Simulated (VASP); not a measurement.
Data:

```xyz
2
Lattice="0.0000 2.8943 2.8943 2.8943 0.0000 2.8943 2.8943 2.8943 0.0000" Properties=species:S:1:pos:R:3 pbc="T T T"
Na     0.0000     0.0000     0.0000
Br     2.8943     2.8943     2.8943
```

Computed with LDA (Ceperley-Alder, Perdew-Zunger), VASP's LDA PAW potentials (set 64) (plane waves; VASP). Settings: 520 eV cut-off, Gaussian smearing of 0.050 eV, potentials Na_pv Br.

Problem. Give the energies of bands 5 to 10 at the high-symmetry points, in eV from the valence-band maximum.

Solution. 
```
band     Γ      X      U      L      W
----  ----  -----  -----  -----  -----
5     0.00  -2.15  -1.84  -2.47  -1.57
6     0.00  -0.80  -1.49  -0.34  -1.57
7     0.00  -0.80  -0.66  -0.34  -1.02
8     4.09   6.02   6.74   5.97   7.58
9     9.69   6.63   8.01   9.45   8.77
10    9.69  11.04   9.97   9.45   8.77
```

The gap is direct, 4.09 eV, from the valence maximum at Γ to the conduction minimum at Γ.

Measured: gap 7.10 eV (computed value off by -3.01 eV), as given by Aguado et al., (1998), arXiv:cond-mat/9809176.

The compound is NaBr in the rock salt structure. It was relaxed first, which changed the volume by -9 %.
